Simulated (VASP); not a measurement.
These are PBE GGA, VASP's PBE PAW potentials (set 64) (plane waves; VASP 6.6.1) values and carry that method's errors.

VASP ran on this input.

**POSCAR**
```
CsCl
1
    4.2024000000     0.0000000000     0.0000000000
    0.0000000000     4.2024000000     0.0000000000
    0.0000000000     0.0000000000     4.2024000000
Cs Cl
1 1
Direct
  0.0000000000   0.0000000000   0.0000000000
  0.5000000000   0.5000000000   0.5000000000
```

INCAR:
```
PREC=Accurate
EDIFF=1E-6   # SCF stop (eV)
LREAL=.False.   # projection in real space or not
ENCUT=800   # plane-wave cut-off (eV)
ISIF=2
SYSTEM=CsCl
GGA=PE
LWAVE=.False.
SIGMA=0.05
LCHARG=.False.
ISMEAR=0   # Gaussian
LMAXMIX=4
LASPH=.True.   # aspherical one-centre terms
NELM=100
ALGO=Normal
```

KPOINTS:
```
Automatic mesh
0
Gamma
6 6 6
0 0 0
```

POTCAR, in this order: Cs_sv Cl (PBE.64 set). Program: vasp_std.

Output

### OUTCAR
```
 ion  position               nearest neighbor table
   1  0.000  0.000  0.000-
   2  0.500  0.500  0.500-
  LATTYP: Found a simple cubic cell.
 ALAT       =     4.2024000000
 Subroutine PRICEL returns:
 Original cell was already a primitive cell.
 Subroutine GETGRP returns: Found 48 space group operations
The static configuration has the point symmetry O_h .
The dynamic configuration has the point symmetry O_h .
 Subroutine INISYM returns: Found 48 space group operations
 Subroutine IBZKPT returns following result:
 Found     20 irreducible k-points:

 Following reciprocal coordinates:
            Coordinates               Weight
  0.000000  0.000000  0.000000      1.000000
  0.166667  0.000000  0.000000      6.000000
  0.333333  0.000000  0.000000      6.000000
  0.500000  0.000000  0.000000      3.000000
  0.166667  0.166667  0.000000     12.000000
  0.333333  0.166667  0.000000     24.000000
  0.500000  0.166667  0.000000     12.000000
  0.333333  0.333333  0.000000     12.000000
  0.500000  0.333333  0.000000     12.000000
...
```

**OSZICAR**
```
       N       E                     dE             d eps       ncg     rms          rms(c)
DAV:   1     0.116888292257E+03    0.11689E+03   -0.87740E+03   480   0.161E+03
DAV:   2     0.223519755210E+01   -0.11465E+03   -0.10586E+03   728   0.213E+02
DAV:   3    -0.686940348065E+01   -0.91046E+01   -0.90666E+01   604   0.681E+01
DAV:   4    -0.697565197206E+01   -0.10625E+00   -0.10618E+00   564   0.864E+00
DAV:   5    -0.697718999965E+01   -0.15380E-02   -0.15378E-02   596   0.105E+00    0.232E+00
DAV:   6    -0.658838251999E+01    0.38881E+00   -0.65816E-01   544   0.455E+00    0.178E+00
DAV:   7    -0.654027656545E+01    0.48106E-01   -0.19948E-01   648   0.250E+00    0.105E+00
DAV:   8    -0.654069752294E+01   -0.42096E-03   -0.16195E-02   556   0.990E-01    0.145E-01
DAV:   9    -0.654122065348E+01   -0.52313E-03   -0.41288E-03   636   0.412E-01    0.122E-01
DAV:  10    -0.654132477397E+01   -0.10412E-03   -0.39087E-04   560   0.157E-01    0.164E-02
DAV:  11    -0.654134037397E+01   -0.15600E-04   -0.33391E-05   648   0.441E-02    0.632E-03
DAV:  12    -0.654134017362E+01    0.20035E-06   -0.10163E-05   556   0.210E-02    0.266E-03
DAV:  13    -0.654134003659E+01    0.13703E-06   -0.37200E-07   368   0.504E-03
   1 F= -.65413400E+01 E0= -.65413400E+01  d E =-.109407E-15
```

### OUTCAR
```
------------------------ aborting loop because EDIFF is reached ----------------------------------------
  FORCE on cell =-STRESS in cart. coord.  units (eV):
  Direction    XX          YY          ZZ          XY          YZ          ZX
  --------------------------------------------------------------------------------------
  Total        0.0374963      0.0374963      0.0374963      0.0000000      0.0000000      0.0000000
  in kB        0.8094811      0.8094811      0.8094811      0.0000000      0.0000000      0.0000000
  external PRESSURE =       0.8094811 kB  Pullay stress =       0.0000000 kB
  volume of cell :       74.22
      direct lattice vectors                 reciprocal lattice vectors
     4.202400000  0.000000000  0.000000000     0.237959261  0.000000000  0.000000000
     0.000000000  4.202400000  0.000000000     0.000000000  0.237959261  0.000000000
     0.000000000  0.000000000  4.202400000     0.000000000  0.000000000  0.237959261
 POSITION                                       TOTAL-FORCE (eV/Angst)
 -----------------------------------------------------------------------------------
      0.00000      0.00000      0.00000         0.000000      0.000000      0.000000
      2.10120      2.10120      2.10120         0.000000      0.000000      0.000000
 -----------------------------------------------------------------------------------
    total drift:                                0.000000      0.000000     -0.000000
  FREE ENERGIE OF THE ION-ELECTRON SYSTEM (eV)
  ---------------------------------------------------
  free  energy   TOTEN  =        -6.5413400366 eV

  energy  without entropy=       -6.5413400366  energy(sigma->0) =       -6.54134004
```
(Selected blocks of OUTCAR.)

### OUTCAR
```
 val. band max:       -0.6043245027   @ k =   0.0000   0.0000   0.0000

 cond. band min:       4.4041826602   @ k =   0.0000   0.0000   0.0000


 Fermi energy:        -0.3354916263

 k-point     1 :       0.0000    0.0000    0.0000
  band No.  band energies     occupation
      1     -20.0708      2.00000
      2     -12.7077      2.00000
      3      -6.5942      2.00000
      4      -6.5942      2.00000
      5      -6.5942      2.00000
      6      -0.6043      2.00000
      7      -0.6043      2.00000
      8      -0.6043      2.00000
      9       4.4042      0.00000
     10       4.8326      0.00000
     11       4.8326      0.00000
     12       9.2131      0.00000

 k-point     2 :       0.1667    0.0000    0.0000
  band No.  band energies     occupation
      1     -20.0550      2.00000
      2     -12.7134      2.00000
      3      -6.7252      2.00000
      4      -6.5665      2.00000
      5      -6.5665      2.00000
      6      -0.9168      2.00000
      7      -0.6496      2.00000
      8      -0.6496      2.00000
      9       4.9893      0.00000
     10       5.0061      0.00000
     11       5.4303      0.00000
     12       9.0014      0.00000

 k-point     3 :       0.3333    0.0000    0.0000
  band No.  band energies     occupation
      1     -20.0229      2.00000
      2     -12.7267      2.00000
      3      -6.9630      2.00000
      4      -6.5096      2.00000
      5      -6.5096      2.00000
      6      -1.4348      2.00000
      7      -0.7438      2.00000
      8      -0.7438      2.00000
      9       5.4527      0.00000
     10       6.1094      0.00000
     11       6.9328      0.00000
     12       8.7312      0.00000

 k-point     4 :       0.5000    0.0000    0.0000
  band No.  band energies     occupation
      1     -20.0066      2.00000
      2     -12.7344      2.00000
      3      -7.0713      2.00000
      4      -6.4804      2.00000
      5      -6.4804      2.00000
      6      -1.6590      2.00000
...
```

Unless said otherwise, spin-orbit coupling is left out, though it shifts the bands of the heavy elements here.

The compound is CsCl in the CsCl type structure. The cell was not relaxed at this level. The run is one of a series of settings (ENCUT = 800 against the base run), some of them coarse on purpose.
